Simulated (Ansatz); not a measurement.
Two Ansatz runs on Na

Structure from Materials Project entry mp-127 (possibly hypothetical), not relaxed further. The listed cell was then made from it by scaling, straining or moving an atom.

First run: DFT, PBEsol, PAW with Ansatz's default frozen-core files, scalar-relativistic (Ansatz 0.2.0).

Command: `ansatz run input.yaml --threads 1 --pin off --max-ram 2048MiB --backend cpu --events-out ev --progress --plain --runs-dir out` The run took 2.2 s on 1 thread of Intel(R) Xeon(R) Platinum 8488C (Sapphire Rapids) (shared host).

```yaml
crystal:
  lattice:
    - [-2.0884219347, 2.0884219347, 2.1355872007]
    - [2.0884219347, -2.0884219347, 2.1355872007]
    - [2.0884219347, 2.0884219347, -2.1355872007]
  atoms:
    - { symbol: Na, position: [0.0, 0.0, 0.0] }
kpoints:
  mp_grid: { grid: [12, 12, 12] }
scf:
  occupations: { method: fermi_dirac, width: 0.05 }
hamiltonian:
  xc: pbesol
  pseudopotentials: { kind: paw }
output:
  forces: true
  stress: true
  eigenvalues: true
  efg: { contact_densities: true }
```

Result: converged; pressure -0.19 GPa; 6 SCF iterations.

The input is then changed:

```diff
@@ -7,10 +7,10 @@
     - { symbol: Na, position: [0.0, 0.0, 0.0] }
 kpoints:
-  mp_grid: { grid: [12, 12, 12] }
+  mp_grid: { grid: [12, 12, 12], shift: [0.5, 0.5, 0.5] }
 scf:
   occupations: { method: fermi_dirac, width: 0.05 }
 hamiltonian:
   xc: pbesol
-  pseudopotentials: { kind: paw }
+  pseudopotentials: { kind: paw_fr }
 output:
   forces: true
@@ -18,3 +18,10 @@
   eigenvalues: true
   efg: { contact_densities: true }
+  write_density: true
+  write_potential: true
+  elf: true
+  volumetric_format: npy
+magnetization:
+  noncollinear: true
+  spin_orbit: true
```

(1) What does the second run give?

Results:

(1) It converged; pressure -0.20 GPa; 6 SCF iterations.
